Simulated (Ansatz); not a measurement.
# S on Pd(111): change of the work function, part 2 of 3

Aim: the work function of Pd(111) at several coverages of S (fcc site), and the dipole that each adsorbate carries.

Ansatz 0.2.0; plane-wave DFT, PBE, Ansatz PAW.

So far, work function, upper face (eV): step 2 (the clean slab) 5.27.

## (3) Adsorbate added, k-mesh 6×6×1, coverage 0.25 ML

System of this step: Pd16S (S/Pd(111)). The cell holds 17 atoms: 16 Pd and 1 S. Cell: a = 5.501 Å, b = 5.501 Å, c = 26.791 Å, α = 90.0°, β = 90.0°, γ = 60.0°. Vacuum lies along c.

The clean slab as it ended is repeated in the plane and the adsorbate is set on one face; the cell's size fixes the coverage, and the k-mesh shrinks with it to keep the sampling density about even. Adsorbate and upper layers relax, since the dipole depends on the height.

Input file input.yaml:

```yaml
crystal:
  lattice:
    - [5.5012907577, 0.0, 0.0]
    - [2.7506453788, 4.7642575497, 0.0]
    - [0.0, 0.0, 26.7914800111]
  atoms:
    - { symbol: Pd, position: [0.0, 0.0, 0.3359276903] }
    - { symbol: Pd, position: [0.1666666667, 0.1666666667, 0.419756301] }
    - { symbol: Pd, position: [0.3333333333, 0.3333333333, 0.5053802456] }
    - { symbol: Pd, position: [0.0, 0.0, 0.5913678626] }
    - { symbol: Pd, position: [0.0, 0.5, 0.3359276903] }
    - { symbol: Pd, position: [0.1666666667, 0.6666666667, 0.419756301] }
    - { symbol: Pd, position: [0.3333333333, 0.8333333333, 0.5053802456] }
    - { symbol: Pd, position: [0.0, 0.5, 0.5913678626] }
    - { symbol: Pd, position: [0.5, 0.0, 0.3359276903] }
    - { symbol: Pd, position: [0.6666666667, 0.1666666667, 0.419756301] }
    - { symbol: Pd, position: [0.8333333333, 0.3333333333, 0.5053802456] }
    - { symbol: Pd, position: [0.5, 0.0, 0.5913678626] }
    - { symbol: Pd, position: [0.5, 0.5, 0.3359276903] }
    - { symbol: Pd, position: [0.6666666667, 0.6666666667, 0.419756301] }
    - { symbol: Pd, position: [0.8333333333, 0.8333333333, 0.5053802456] }
    - { symbol: Pd, position: [0.5, 0.5, 0.5913678626] }
    - { symbol: S, position: [0.1666666667, 0.1666666667, 0.6640723097] }
kpoints:
  mp_grid: { grid: [6, 6, 1] }
hamiltonian:
  xc: pbe
scf:
  occupations: { method: fermi_dirac, width: 0.1 }
  convergence: { dr2_threshold: 1.0e-08 }
efield:
  axis: 3
  dipole_correction: true
  ramp_position: 0.97
  ramp_width: 0.06
relax:
  f_tol: 0.02
  max_steps: 60
  constraints: [{ sites: [0, 1, 4, 5, 8, 9, 12, 13] }]
output:
  dos: { projected: true, e_range: [-8, 4] }
  write_potential: true
  write_density: true
  volumetric_format: npy
  elf: true
```

Started as:

```bash
ansatz run input.yaml --threads 4 --pin off --max-ram 6144MiB --backend cpu --events-out ev --progress --plain --runs-dir out
```

Numbers of over 12 decimals in the logs are rounded to 6 here.

The program printed:

```text
[...]
Crystal: 17 atoms, lattice volume = 702.193 Å³
Basis set: ecut = 420 eV, 13667 PW (Γ), exchange–correlation on 80×80×360 points (8 copies of the dense FFT grid, shifted against one another)
Bands: 177, of which v1, the nominal top of the filled ones, is band 147 counted from 1 (146 counted from 0)
Symmetry: 6 space group operations
[...]
k-points: 7 of 36 (time reversal used)
[...]
SCF iter   1: F=—  HF=-112464.937803 eV  |F-HF|=—  |Δ(HF+E_count)|=         —  Δρ=8.87e-3  dr2=3.81e0  ethr=1.77e-3  p=-0.063 e·Å  D=-1.63e-2 V/Å  ΔV_dip=0.44 eV  dr2_dipole=1.06e-1  V_vac-E_F(+/−)=5.36/4.93 eV  ⟨swp⟩=7.3  Hψ=5358  notcnv=0  defer=58
[...]
SCF iter  13: F=-112464.840621 eV  HF=-112464.840621 eV  |F-HF|=3.11e-8  |Δ(HF+E_count)|=   1.15e-8  Δρ=7.31e-7  dr2=7.07e-9  ethr=3.40e-12  p=-0.061 e·Å  D=-1.58e-2 V/Å  ΔV_dip=0.42 eV  dr2_dipole=5.83e-10  V_vac-E_F(+/−)=5.64/5.22 eV  ⟨swp⟩=16.7  Hψ=9486  notcnv=0
SCF 1 converged in 13 iterations: F = -112464.840621 eV  dr2 = 7.07e-9
[...]
relax step   1: F+E_penalty+E_count = -112464.84062130 eV  Δ(F+E_penalty+E_count) = +0.000e0 eV  max|allowed force component| = 2.916e0 eV/Å  Δτ_max = 0.0000 Å  (13 SCF iters, accepted)
[...]
SCF iter  12: F=-112465.372882 eV  HF=-112465.372882 eV  |F-HF|=1.12e-8  |Δ(HF+E_count)|=   1.83e-7  Δρ=6.72e-7  dr2=7.81e-9  ethr=3.40e-12  p=-0.024 e·Å  D=-6.25e-3 V/Å  ΔV_dip=0.17 eV  dr2_dipole=1.35e-11  V_vac-E_F(+/−)=5.39/5.22 eV  ⟨swp⟩=14.9  Hψ=8283  notcnv=0
SCF 2 converged in 12 iterations: F = -112465.372882 eV  dr2 = 7.81e-9
relax step   2: F+E_penalty+E_count = -112465.37288167 eV  Δ(F+E_penalty+E_count) = -5.323e-1 eV  max|allowed force component| = 1.640e0 eV/Å  Δτ_max = 0.1904 Å  (12 SCF iters, accepted)
[...]
SCF iter  12: F=-112465.493907 eV  HF=-112465.493907 eV  |F-HF|=3.03e-8  |Δ(HF+E_count)|=   1.90e-7  Δρ=5.86e-7  dr2=4.71e-9  ethr=3.40e-12  p=0.003 e·Å  D=8.37e-4 V/Å  ΔV_dip=-0.02 eV  dr2_dipole=1.53e-11  V_vac-E_F(+/−)=5.20/5.22 eV  ⟨swp⟩=15.7  Hψ=8615  notcnv=0
SCF 3 converged in 12 iterations: F = -112465.493907 eV  dr2 = 4.71e-9
relax step   3: F+E_penalty+E_count = -112465.49390660 eV  Δ(F+E_penalty+E_count) = -1.210e-1 eV  max|allowed force component| = 6.496e-1 eV/Å  Δτ_max = 0.1946 Å  (12 SCF iters, accepted)
[...]
relax step   4: F+E_penalty+E_count = -112465.51176393 eV  Δ(F+E_penalty+E_count) = -1.786e-2 eV  max|allowed force component| = 8.443e-2 eV/Å  Δτ_max = 0.0347 Å  (11 SCF iters, accepted)
SCF iter   1: F=—  HF=-112465.511800 eV  |F-HF|=—  |Δ(HF+E_count)|=         —  Δρ=3.31e-4  dr2=4.45e-4  ethr=1.12e-5  p=-0.003 e·Å  D=-8.54e-4 V/Å  ΔV_dip=0.02 eV  dr2_dipole=2.75e-5  V_vac-E_F(+/−)=5.25/5.22 eV  ⟨swp⟩=2.0  Hψ=2157  notcnv=0  defer=25
[...]
SCF iter   8: F=-112465.512315 eV  HF=-112465.512315 eV  |F-HF|=1.40e-8  |Δ(HF+E_count)|=   5.25e-8  Δρ=6.13e-7  dr2=6.40e-9  ethr=3.40e-12  p=-0.003 e·Å  D=-7.48e-4 V/Å  ΔV_dip=0.02 eV  dr2_dipole=7.89e-12  V_vac-E_F(+/−)=5.24/5.22 eV  ⟨swp⟩=10.1  Hψ=8283  notcnv=0
SCF 5 converged in 8 iterations: F = -112465.512315 eV  dr2 = 6.40e-9
relax step   5: F+E_penalty+E_count = -112465.51231463 eV  Δ(F+E_penalty+E_count) = -5.507e-4 eV  max|allowed force component| = 4.251e-3 eV/Å  Δτ_max = 0.0042 Å  (8 SCF iters, accepted)
NSCF: frozen V_eff on 7 k-points
[...]
WARN: The output density's exchange-correlation potential varies sharply where the density is thin. Do not read a vacuum level from v_tot or v_xc, or from such a field of the output density. On a cell that repeats whose density bears no net charge and no dipole along the vacuum's axis use v_es (v_loc + v_h of the components); under efield.dipole_correction with no amplitude use v_es + v_field, which holds any externa [...]
SCF converged after 8 iterations
Free energy (F): -112465.512315 eV
[...]
Internal energy: -112464.566473 eV  (E = F + TS)
E sigma→0 (E₀):  -112465.039394 eV
Entropy (-TS):   -0.945842 eV (-55.638 meV/atom)
Fermi energy:    3.520046 eV
Dipole field:    D = -0.000746 V/Å  (p = -0.002897 e·Å, saw-weighted, corrected)
Work function:   Φ+ = 5.2439 eV   Φ− = 5.2239 eV
[...]
--- Forces (eV/Å), atoms counted from 1 ---
  atom   1  Pd    -0.00173786    -0.00100335    -0.31484453
  atom   2  Pd     0.00000000    -0.00000000     0.30789315
  atom   3  Pd     0.00168978     0.00097560    -0.00146856
  atom   4  Pd    -0.00006781    -0.00003915     0.00135961
  atom   5  Pd    -0.00000000     0.00200670    -0.31484453
  atom   6  Pd    -0.07885775     0.04552854     0.32658988
  atom   7  Pd     0.00000000    -0.00195119    -0.00146856
  atom   8  Pd    -0.00000000     0.00007830     0.00135961
  atom   9  Pd     0.00173786    -0.00100335    -0.31484453
  atom  10  Pd     0.00000000    -0.09105709     0.32658988
  atom  11  Pd    -0.00168978     0.00097560    -0.00146856
  atom  12  Pd     0.00006781    -0.00003915     0.00135961
  atom  13  Pd    -0.00000000    -0.00000000    -0.33953510
  atom  14  Pd     0.07885775     0.04552854     0.32658988
  atom  15  Pd    -0.00000000     0.00000000     0.00123857
  atom  16  Pd    -0.00000000     0.00000000    -0.00022289
  atom  17  S      0.00000000     0.00000000    -0.00425091
  max |Σ_I F_I| component: 3.20e-5 eV/Å
--- Band table (eV; the first three rows and the last of 7) ---
  k-point 0: bands = [... 143 lower, 3.6465, 3.6465, 3.6979, 3.7472, 3.7472, 3.8567, 3.8593, 3.8593, ... 26 higher]
  k-point 1: bands = [... 143 lower, 3.4487, 3.5158, 3.5441, 3.6410, 3.6610, 3.6896, 3.7702, 3.8380, ... 26 higher]
  k-point 2: bands = [... 143 lower, 3.1896, 3.3657, 3.3863, 3.4469, 3.4547, 3.6333, 3.6370, 3.8630, ... 26 higher]
  k-point 6: bands = [... 143 lower, 3.2137, 3.2244, 3.2376, 3.2736, 3.2795, 3.3240, 3.3270, 3.3451, ... 26 higher]
--- Relaxed structure (5 steps of the walk, 5 accepted, 0 SCFs on fresh bases) ---
  F+E_penalty+E_count = -112465.51231463 eV   max|allowed force component| = 4.251e-3 eV/Å
  atoms:
    - { symbol: Pd, position: [-1.7959490104491818e-17, -1.7959490104491815e-17, 0.3359276903] }
    - { symbol: Pd, position: [0.166667, 0.166667, 0.419756301] }
    - { symbol: Pd, position: [0.333339, 0.333339, 0.505327] }
    - { symbol: Pd, position: [-0.00407392, -0.00407392, 0.593076] }
    - { symbol: Pd, position: [0.0, 0.500000, 0.3359276903] }
    - { symbol: Pd, position: [0.166667, 0.666667, 0.419756301] }
    - { symbol: Pd, position: [0.333339, 0.833323, 0.505327] }
    - { symbol: Pd, position: [-0.00407392, 0.508148, 0.593076] }
    - { symbol: Pd, position: [0.500000, -1.7959490104087922e-17, 0.3359276903] }
    - { symbol: Pd, position: [0.666667, 0.166667, 0.419756301] }
    - { symbol: Pd, position: [0.833323, 0.333339, 0.505327] }
    - { symbol: Pd, position: [0.508148, -0.00407392, 0.593076] }
    - { symbol: Pd, position: [0.5, 0.500000, 0.3359276903] }
    - { symbol: Pd, position: [0.666667, 0.666667, 0.419756301] }
    - { symbol: Pd, position: [0.833333, 0.833333, 0.507471] }
    - { symbol: Pd, position: [0.5, 0.500000, 0.591185] }
    - { symbol: S, position: [0.166667, 0.166667, 0.651097] }
```

It took 62 s on 4 threads of Intel Xeon 6975P-C (Granite Rapids), shared host; peak memory 3 GiB; 4 min of CPU time.

The steps of the relaxation:

| step | energy less that of the first step (eV) | largest force component (eV/Å) |
| --- | --- | --- |
| 1 | 0.0000 | 2.9157 |
| 2 | -0.5323 | 1.6396 |
| 3 | -0.6533 | 0.6496 |
| 4 | -0.6711 | 0.0844 |
| 5 | -0.6717 | 0.0043 |

The run keeps the 6 symmetry operations that it works with, so distortions that break them were not tested.

The atoms that moved most (Å):

| atom | dx | dy | dz | length |
| --- | --- | --- | --- | --- |
| S17 | 0.000 | 0.000 | -0.348 | 0.348 |
| Pd4 | -0.034 | -0.019 | 0.046 | 0.060 |
| Pd12 | 0.034 | -0.019 | 0.046 | 0.060 |
| Pd8 | 0.000 | 0.039 | 0.046 | 0.060 |
| Pd15 | 0.000 | 0.000 | 0.056 | 0.056 |

Final coordinates:

```
Pd S
1.0
     5.50129    0.00000    0.00000
     2.75065    4.76426    0.00000
     0.00000    0.00000   26.79148
Pd S
16 1
Direct
  0.00000 0.00000 0.33593
  0.16667 0.16667 0.41976
  0.33334 0.33334 0.50533
  0.99593 0.99593 0.59308
  0.00000 0.50000 0.33593
  0.16667 0.66667 0.41976
  0.33334 0.83332 0.50533
  0.99593 0.50815 0.59308
  0.50000 0.00000 0.33593
  0.66667 0.16667 0.41976
  0.83332 0.33334 0.50533
  0.50815 0.99593 0.59308
  0.50000 0.50000 0.33593
  0.66667 0.66667 0.41976
  0.83333 0.83333 0.50747
  0.50000 0.50000 0.59119
  0.16667 0.16667 0.65110
```

This step gave:

- energy at zero smearing: -112465.0394 eV
- work function, upper face: 5.244 eV
- dipole along the normal: -0.002897 e·Å

Running mean over 2.246 Å of the planar mean; the ramp of the sawtooth is left out. Electron's electrostatic potential energy less the Fermi level against z:

z (Å), electron's electrostatic potential energy less the Fermi level (eV) and a bar from the least value:
```
      3.5       5.22 ##############################
      4.0       5.22 ##############################
      4.5       5.22 ##############################
      5.0       5.22 ##############################
      5.5       5.21 ##############################
      6.0       5.17 ##############################
      6.5       5.01 ##############################
      7.0       4.38 ############################
      7.5       1.76 #######################
      8.0      -3.12 ############
      8.5      -7.05 ####
      9.0      -8.26 ##
      9.5      -8.43 #
     10.0      -8.48 #
     10.5      -8.51 #
     11.0      -8.55 #
     11.5      -8.48 #
     12.0      -8.15 ##
     12.5      -7.99 ##
     13.0      -8.29 ##
     13.5      -8.51 #
     14.0      -8.33 #
     14.5      -7.94 ##
     15.0      -8.03 ##
     15.5      -8.58 #
     16.0      -9.02 
     16.5      -8.07 ##
     17.0      -4.22 ##########
     17.5       0.19 ###################
     18.0       2.43 ########################
     18.5       3.65 ###########################
     19.0       4.64 #############################
     19.5       5.12 ##############################
     20.0       5.22 ##############################
     20.5       5.24 ##############################
     21.0       5.24 ##############################
     21.5       5.24 ##############################
     22.0       5.24 ##############################
     22.5       5.24 ##############################
     23.0       5.24 ##############################
     23.5       5.24 ##############################
```

The density of states has structure finer than the step of the table below, so its rows give means over 0.5 eV, whole bins alone (the curve runs from -8 to 1.98 eV). Peaks (eV: height): -4.30: 53.1, -3.34: 50.5, -2.59: 71.5, -2.47: 77.0, -2.35: 58.4, -2.23: 74.4, -0.27: 50.0.

The density of states by energy, zero at the Fermi level; means over each step:

energy (eV), density of states (states/eV a cell) and a bar:
```
     -7.0        0.0 
     -6.5        0.6 
     -6.0        2.2 ##
     -5.5        6.5 #####
     -5.0       14.2 ###########
     -4.5       31.0 #######################
     -4.0       29.4 ######################
     -3.5       24.8 ##################
     -3.0       28.7 #####################
     -2.5       40.4 ##############################
     -2.0       35.0 ##########################
     -1.5       29.1 ######################
     -1.0       34.0 #########################
     -0.5       31.6 #######################
      0.0       29.9 ######################
      0.5        6.5 #####
      1.0        5.1 ####
      1.5        4.6 ###
```

Projected DOS per atom over height of the atomic layer and energy from the Fermi level. Layers: Pd4 Pd4 Pd4 Pd4 S from below.

Ten even steps from '_' (0.00 states/eV) to '@' (2.84 states/eV), each cell a mean:
```
__________
__________
__________
____..::==
##%%**--::
##****++..
%%++**##..
##++##**::
##++++##..
@@%%####::
**######..
====**++..
++++++++..
**@@##**::
::##**--..
__....--@@
______::++
________..
__________
__________
__________
__________
```
Columns: height of the atomic layer (Å) from 9 to 17.4 (not evenly spaced); rows upwards: energy from the Fermi level (eV) from -7.96 to 1.95.

Electrostatic potential energy in the ca plane at fractional y = 0.167, with atoms of Pd and S within 0.2 Å of it. With pseudopotentials it is smooth inside the atoms' cores, unlike the true potential.

Ten even steps from '0' (-37 eV) to '9' (9 eV), each cell a mean:
```
43589988899864468875458889999999999999999999
54589988899864468875458999999999999999999999
76789753578876689987678999999999999999999999
88898400048988899998889999999999999999999999
99998200027999999999999999999999999999999999
99998300027999999999899999999999999999999999
87888621268987889987789999999999999999999999
54689876789875578975568999999999999999999999
43589988899863468874358999999999999999999999
65689876789865578986568778899999999999999999
87888621258987789998786323699999999999999999
99998300027999999999884010389999999999999999
99998200027999999999883021289999999999999999
88898400048988899998885101589999999999999999
76789853578876689987677656899999999999999999
```
Columns run along c (16.0 Å, from fractional 0.32 to 0.92 of the cell; values clipped at the 3rd and 97th percentile), rows up along a (5.5 Å). Atoms in or near the plane, at fractional coordinates: Pd at (0.42, 0.17), Pd at (0.42, 0.67), S at (0.65, 0.17).

ELF in the ca plane at fractional y = 0.167, with atoms of Pd and S within 0.2 Å of it. It is the smooth field of the valence electrons, not physical close to the nuclei.

Values, 8 rows by 16 columns, each cell a mean:
```
0.38 0.21 0.20 0.19 0.31 0.31 0.22 0.36 0.32 0.45 0.18 0.02 0.00 0.00 0.00 0.00
0.25 0.20 0.41 0.29 0.23 0.23 0.19 0.25 0.17 0.07 0.02 0.00 0.00 0.00 0.00 0.00
0.21 0.24 0.42 0.38 0.21 0.18 0.17 0.21 0.15 0.03 0.00 0.00 0.00 0.00 0.00 0.00
0.25 0.20 0.42 0.30 0.22 0.22 0.19 0.25 0.16 0.06 0.01 0.00 0.00 0.00 0.00 0.00
0.38 0.21 0.20 0.19 0.31 0.31 0.22 0.36 0.31 0.43 0.17 0.02 0.00 0.00 0.00 0.00
0.25 0.20 0.41 0.29 0.23 0.22 0.18 0.24 0.65 0.83 0.53 0.06 0.00 0.00 0.00 0.00
0.21 0.24 0.43 0.39 0.21 0.17 0.14 0.28 0.43 0.70 0.69 0.10 0.00 0.00 0.00 0.00
0.25 0.21 0.42 0.30 0.22 0.21 0.18 0.25 0.65 0.83 0.55 0.06 0.00 0.00 0.00 0.00
```
Columns run along c (16.0 Å, from fractional 0.32 to 0.92 of the cell), rows up along a (5.5 Å). Atoms in or near the plane, at fractional coordinates: Pd at (0.42, 0.17), Pd at (0.42, 0.67), S at (0.65, 0.17).

Valence density in the ca plane at fractional y = 0.167, with atoms of Pd and S within 0.2 Å of it. It is the smooth field of the valence electrons, not physical close to the nuclei.

Ten steps, logarithmic in the rise over the least value, from '0' (0 e/Å³) to '9' (13 e/Å³), each cell a mean:
```
55432222222245532235543222100000000000000000
55432223222245542235542110000000000000000000
34322356532234432223432100000000000000000000
22222589853222221122221000000000000000000000
22223699973222211112211000000000000000000000
22223699963222211112221000000000000000000000
33322467742223321123332100000000000000000000
45432234322235432234542110000000000000000000
56532222222245542235543211000000000000000000
45422234322245432234443333210000000000000000
33222467742223321122333444320000000000000000
22223699963222211112234434421000000000000000
22223699973222211111234424431000000000000000
22222589853222221112234444421000000000000000
44322355532234432223433443210000000000000000
```
Columns run along c (16.0 Å, from fractional 0.32 to 0.92 of the cell), rows up along a (5.5 Å). Atoms in or near the plane, at fractional coordinates: Pd at (0.42, 0.17), Pd at (0.42, 0.67), S at (0.65, 0.17).

The relaxation took 5 steps and lowered the energy by 0.67 eV; the largest force on the free atoms ends at 0.0043 eV/Å.

By hand: a sheet of dipoles makes a step −p/(ε₀A) in the electron's potential. With e/ε₀ = 180.95 V·Å, p = -0.002897 e·Å and A = 26.21 Å², that is −180.95 × (-0.002897) / 26.21 = +0.020 eV, and the two vacuum levels of the run differ by +0.020 eV.

The covered face has 5.24 eV, -0.02 eV against the clean one; the bare back face has moved by -0.02 eV, a measure of how thin the slab is.

(Continued in part 3 of 3.)

[Logs are printed without paths, hosts, clocks, repeated set-up lines and the standing remarks that a program may print on its own settings, such as how far it seeks lower states.]

[Hosts, paths, dates, database ids (printed as entryN), source tags and the programs' standing remarks are cut or masked in the printed files.]

[Maps of the electrostatic potential energy from Ansatz leave out the sawtooth potential of an applied field or a dipole correction, so their vacuum need not be flat; planar profiles and work functions include it.]

[The density of states shown here was stored with 400 of the rows of the run's finer table, so its peaks can read low, often by over a quarter, or be missed, and its means over a window can be off by a tenth or more.]
